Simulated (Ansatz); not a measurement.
**TiSi2 under changes of volume**

One of the cells (14.162 Å³/atom); the others are scaled copies at fixed shape and fractional positions:

```
Ti Si
1.0
    -1.47287    1.71213    4.21208
     1.47287   -1.71213    4.21208
     1.47287    1.71213   -4.21208
Ti Si
1 2
Direct
  0.00000 0.00000 0.00000
  0.67008 0.67008 0.00000
  0.32992 0.32992 0.00000
```

The cell comes from a database or a generator and needn't be the stable form of this composition.

- Program: Ansatz 0.2.0
- Functional: PBEsol
- Potentials or basis: Ansatz PAW
- Cutoff: 420 eV (not typed: the program's choice for these potentials)
- k mesh: 12 × 12 × 12
- Occupations: fermi-dirac, width 0.05 eV
- Spin: no spin polarisation

```csv
volume (Å³/atom),energy over the lowest point (meV/atom),pressure (GPa),largest force (eV/Å)
13.313,8.31,5.8,0.024
13.596,1.22,2.3,0.039
13.879,0.00,-0.8,0.053
14.162,4.04,-3.6,0.067
14.446,12.80,-6.2,0.080
14.729,?,?,?
15.012,42.58,-10.5,0.106
```

Problem. What does the run at 14.729 Å³/atom give?

Solution. Energy over the lowest point 25.79 meV/atom; pressure -8.4 GPa; largest force 0.094 eV/Å.

Worked out: A Birch-Murnaghan fit of order 3 (a polynomial in V^(-2/3)) to the other rows has its minimum at 13.80 Å³/atom with B0 = V·E''(V) = 149 GPa and B' = 4.3 at fixed shape and positions, which overstates the stiffness. It gives 25.80 meV/atom at 14.729 Å³/atom, against the run's 25.79, and -dE/dV = -8.5 GPa, against -8.4.

Energies are extrapolated to zero smearing.

Caveats: the PAW data sets come from PBE, with cores solved anew for the run's functional, which leaves a small shift of forces and pressure.
